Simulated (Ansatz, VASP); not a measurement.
**Two plane-wave programs on HfN**

```
Hf N
1.0
     0.00000    2.45482    2.45482
     2.45482    0.00000    2.45482
     2.45482    2.45482    0.00000
Hf N
1 1
Cartesian
  0.0000 0.0000 0.0000
  1.2274 1.2274 1.2274
```

The cell comes from a database or a generator and needn't be the stable form of this composition.

Alike in both runs: task relaxation of cell and atoms; functional LDA; k mesh 9 × 9 × 9; occupations fermi-dirac, width 0.05 eV; no spin polarisation.

```csv
,VASP,Ansatz
version,VASP 6.6.1,Ansatz 0.2.0
potentials or method,"VASP PAW LDA potentials, release 64 (Hf_pv, N)",Ansatz PAW
plane-wave cutoff (eV),600,420
valence electrons in the cell,15,31
```

Ansatz gave:

| Quantity | Value |
| --- | --- |
| gap on the k mesh at the Fermi level, each at its own relaxed structure (eV) | none |
| relaxed volume (Å³/atom) | 14.07 |
| relaxed cell length with the largest relative difference (Å) | 3.414 |
| energy change over the relaxation (meV/atom) | -23 |

Problem. Estimate VASP's values.

Solution. gap on the k mesh at the Fermi level, each at its own relaxed structure (eV): none; relaxed volume (Å³/atom): 14.06; relaxed cell length with the largest relative difference (Å): 3.413; energy change over the relaxation (meV/atom): -24.

A gap of «none» marks a metal or a gap that the smearing closes. The two sets of potentials don't hold the same shells in valence.

Caveats: the plane-wave basis is chosen anew once the cell has moved, so the energies of steps on either side of that aren't comparable (Ansatz); the pressure holds a Pulay correction of +0.5 GPa for the finite cutoff (Ansatz); the PAW data sets come from PBE, with cores solved anew for the run's functional, which leaves a small shift of forces and pressure (Ansatz). Spin-orbit coupling is left out, which matters for the levels of Hf.
